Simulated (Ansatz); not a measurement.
# ZnS, one structure, two calculations

Cell: a structure deposited in the COD whose atoms were relaxed with PBE, the cell held.

```cif
data_structure
_symmetry_space_group_name_H-M 'P 1'
_symmetry_Int_Tables_number 1
_cell_length_a 15.7823
_cell_length_b 15.7823
_cell_length_c 15.7823
_cell_angle_alpha 13.939
_cell_angle_beta 13.939
_cell_angle_gamma 13.939
_cell_volume 198.52
loop_
_atom_site_label
_atom_site_type_symbol
_atom_site_fract_x
_atom_site_fract_y
_atom_site_fract_z
_atom_site_occupancy
Zn1 Zn 0.00005 0.00005 0.00005 1
Zn2 Zn 0.73333 0.73333 0.73333 1
Zn3 Zn 0.46661 0.46661 0.46661 1
Zn4 Zn 0.86665 0.86665 0.86665 1
Zn5 Zn 0.60001 0.60001 0.60001 1
S6 S 0.05007 0.05007 0.05007 1
S7 S 0.78329 0.78329 0.78329 1
S8 S 0.51664 0.51664 0.51664 1
S9 S 0.91667 0.91667 0.91667 1
S10 S 0.65003 0.65003 0.65003 1
```

Atom numbers follow the list; atoms alike are taken as one site, whose name carries the number of the first.

First run. Computed with Ansatz: DFT, PBE, plane waves and PAW, scalar-relativistic, 420 eV cutoff, Γ-centred 13×13×13 k-points, Fermi–Dirac smearing 0.02 eV.

```
site  atom  V_zz (10²¹ V/m²)     η
 Zn1     1            -0.061  0.00
 Zn2     2             0.056  0.00
 Zn3     3            -0.074  0.00
 Zn4     4            -0.037  0.00
 Zn5     5            -0.039  0.00
  S6     6             0.080  0.00
  S7     7            -0.011  0.00
  S8     8              0.15  0.00
  S9     9              0.16  0.00
 S10    10              0.16  0.00
```

Second run. The same atoms and settings, except that the functional is LDA.

Task: What does the second run give?

Result: 

```json
{"site": "Zn1", "atom": "1", "V_zz": "-0.067", "η": "0.00", "change of V_zz": "-0.01"}
{"site": "Zn2", "atom": "2", "V_zz": "0.052", "η": "0.00", "change of V_zz": "0.00"}
{"site": "Zn3", "atom": "3", "V_zz": "-0.086", "η": "0.00", "change of V_zz": "-0.01"}
{"site": "Zn4", "atom": "4", "V_zz": "-0.044", "η": "0.00", "change of V_zz": "-0.01"}
{"site": "Zn5", "atom": "5", "V_zz": "-0.046", "η": "0.00", "change of V_zz": "-0.01"}
{"site": "S6", "atom": "6", "V_zz": "0.080", "η": "0.00", "change of V_zz": "0.00"}
{"site": "S7", "atom": "7", "V_zz": "-0.023", "η": "0.00", "change of V_zz": "-0.01"}
{"site": "S8", "atom": "8", "V_zz": "0.13", "η": "0.00", "change of V_zz": "-0.02"}
{"site": "S9", "atom": "9", "V_zz": "0.14", "η": "0.00", "change of V_zz": "-0.02"}
{"site": "S10", "atom": "10", "V_zz": "0.15", "η": "0.00", "change of V_zz": "-0.01"}
```

No V_zz moves by more than 0.02.

For the second run: At this cell the principal stresses reach 5 GPa in size with LDA, which can matter for small gradients.
